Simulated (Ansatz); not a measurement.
# MoS2 (2H monolayer): spin-orbit coupling beyond the local functionals

Aim: the spin-orbit change of the gap of MoS2 (2H monolayer).

Main program and level: Ansatz 0.2.0; density functionals with and without spin-orbit coupling, plane waves, PAW.

**What was measured.**

- Gap 2.75 eV: quasiparticle (electronic) gap from STS, without graphene; scanning tunnelling spectroscopy; 77 K; monolayer (“Slow cooling and efficient extraction of C-exciton hot carriers in MoS2 monolayer”, 2017, pmc:5227064).

- Gap 2.3 eV: quasiparticle (electronic) gap from STS, on graphene; scanning tunnelling spectroscopy; 77 K; monolayer on graphene (“Slow cooling and efficient extraction of C-exciton hot carriers in MoS2 monolayer”, 2017, pmc:5227064).

- Gap 1.85 eV: optical gap, A exciton peak from PL; photoluminescence, 532 nm; monolayer (CVD-grown monolayer sheet) (“Enhanced Performance of a Monolayer MoS2/WSe2 Heterojunction as a Photoelectrochemical Cathode”, 2018, pmc:6199106).

- Gap 2.4 eV: quasiparticle gap of monolayer from STS; scanning tunnelling spectroscopy; monolayer (CVD-grown on highly oriented pyrolytic graphite, n-type, UHV) on HOPG (“Nanoscale redox mapping at the MoS2-liquid interface”, 2021, pmc:7910562).

- Gap 1.88 eV: optical gap, neutral exciton X emission from Lorentzian deconvolution of PL; micro-photoluminescence, 488 nm excitation; 300 K; monolayer (CVD-grown monolayer wet-transferred on epitaxial PZT film, poled) on PbZr0.2Ti0.8O3 (“Reconfigurable Local Photoluminescence of Atomically-Thin Semiconductors via Ferroelectric-Assisted Effects”, 2019, pmc:6915559).

This is a selection; 32 further reports are not listed.

Most raw output is cut from this account.

### Step 1. The starting structure

The cell holds 3 atoms: 1 Mo and 2 S. Its edges and angles: a = 3.185 Å, b = 3.185 Å, c = 30.573 Å, α = 90.0°, β = 90.0°, γ = 120.0°. Vacuum lies along c.

Structure file:

```cif
data_structure
_symmetry_space_group_name_H-M 'P 1'
_symmetry_Int_Tables_number 1
_cell_length_a 3.1852
_cell_length_b 3.1852
_cell_length_c 30.5725
_cell_angle_alpha 90.000
_cell_angle_beta 90.000
_cell_angle_gamma 120.000
_cell_volume 268.62
loop_
_atom_site_label
_atom_site_type_symbol
_atom_site_fract_x
_atom_site_fract_y
_atom_site_fract_z
_atom_site_occupancy
Mo1 Mo 0.33333 0.66667 0.29438 1
S2 S 0.66667 0.33333 0.34549 1
S3 S 0.66667 0.33333 0.24327 1
```

The structure was relaxed with PBE. The runs that relaxed it are not among those shown. The default PAW set here is soft_2. Its files were made with PBE. The Coulomb interaction is cut off across the vacuum.

### Step 2. HSE06, 6×6×1 mesh

This step: DFT, HSE06, plane waves, PAW.

Contents of input.yaml:

```yaml
crystal:
  lattice:
    - [3.1851853688, 0.0, 0.0]
    - [-1.5925926844, 2.7584514451, 0.0]
    - [0.0, 0.0, 30.5725179208]
  atoms:
    - { symbol: Mo, position: [0.3333333333, 0.6666666667, 0.2943820337] }
    - { symbol: S, position: [0.6666666667, 0.3333333333, 0.3454928688] }
    - { symbol: S, position: [0.6666666667, 0.3333333333, 0.2432711985] }
  periodic: [true, true, false]
kpoints:
  mp_grid: { grid: [6, 6, 1] }
  band_path:
    path: [[0.0, 0.0, 0.0], [0.5, 0.0, 0.0], [0.3333333333, 0.3333333333, 0.0]]
    npoints: 1
hamiltonian:
  xc: hse06
scf:
  occupations: { method: fixed }
  n_extra_bands: 5
output:
  eigenvalues: true
```

The run is started by

```console
$ ansatz run input.yaml --threads 2 --pin off --max-ram 92160MiB --backend cuda --events-out ev --progress --plain --runs-dir out --devices 1 --max-vram 13GiB  # rebuilt from the run's record
```

The job ended after 15 s (1 × NVIDIA H100 80GB HBM3 (shared by 6 runs) with 2 threads of AMD EPYC 7R13 (Zen 3), shared host; peak memory 1.6 GiB).

Numbers from this step:

```yaml
gap: 2.132 eV
valence_top_at: K
conduction_bottom_at: K
least_direct_gap: 2.132 eV
exact_exchange_fraction: 0.25
```

The gap is direct, at (0.333, 0.333, 0.000).

### Step 3. HSE06+SOC, 6×6×1 mesh

Spin-orbit coupling can split or shift the edges; a non-collinear run measures by how much.

This step: DFT, HSE06 with spin-orbit coupling, plane waves, PAW.

input.yaml, as its differences from that of step 2:

```diff
@@ -19,3 +19,6 @@
   occupations: { method: fixed }
-  n_extra_bands: 5
+  n_extra_bands: 10
+magnetization:
+  noncollinear: true
+  spin_orbit: true
 output:
```

The job ended after 29 s (1 × NVIDIA H100 80GB HBM3 (shared by 6 runs) with 2 threads; peak memory 1.9 GiB).

Numbers from this step:

* gap: 2.025 eV
* valence top at: K
* conduction bottom at: K
* least direct gap: 2.025 eV
* exact-exchange fraction: 0.25

The gap stands −0.11 eV against HSE06.

### Step 4. Together

Times are wall times on 1 × NVIDIA H100 80GB HBM3 (shared by 6 runs) with 2 threads of AMD EPYC 7R13 (Zen 3), shared host, good to a factor of about two.

| level | gap (eV) | with coupling (eV) | change (eV) | time | with coupling |
| --- | --- | --- | --- | --- | --- |
| HSE06 | 2.13 | 2.02 | −0.11 | 15 s | 29 s |

### Step 5. Outcome

| Property | Result |
| --- | --- |
| HSE06 | 2.13 eV |
| HSE06+SOC | 2.02 eV |

Spin-orbit coupling changes the gap by −0.11 eV and the least direct gap by −0.11 eV. Against experiment, by HSE06+SOC: the gap of 2.02 eV lies −0.73 eV from the measured 2.75 eV (electronic, 77 K, 2017); the gap of 2.02 eV lies −0.28 eV from the measured 2.3 eV (electronic, 77 K, on graphene, 2017); the direct gap of 2.02 eV lies +0.17 eV from the measured 1.85 eV (exciton, 2018); the gap of 2.02 eV lies −0.38 eV from the measured 2.4 eV (electronic, on HOPG, 2021); the direct gap of 2.02 eV lies +0.14 eV from the measured 1.88 eV (exciton, 300 K, on PbZr0.2Ti0.8O3, 2019). An exciton line or allowed optical edge lies below the quasiparticle gap by the binding energy; a forbidden edge can push the onset above it. The computed sheet is free-standing; a substrate or cover screens it further and lowers both gap and binding, while the exciton line moves little. The lattice is static and excitons are left out.

[Paths, hosts, dates, memory and timing lines, banners, echoed tables and standing remarks are left out of the program output.]

[Logs are printed without paths, hosts, clocks, repeated set-up lines and the standing remarks that a program may print on its own settings, such as how far it seeks lower states.]

[Runs of the session that timed out or met a known fault of the program may be left out.]

[Cells called generated may have been cut or substituted from an entry of the Crystallography Open Database or the Materials Project.]

[Hosts, paths, dates, database ids (printed as entryN), source tags and the programs' standing remarks are cut or masked in the printed files.]
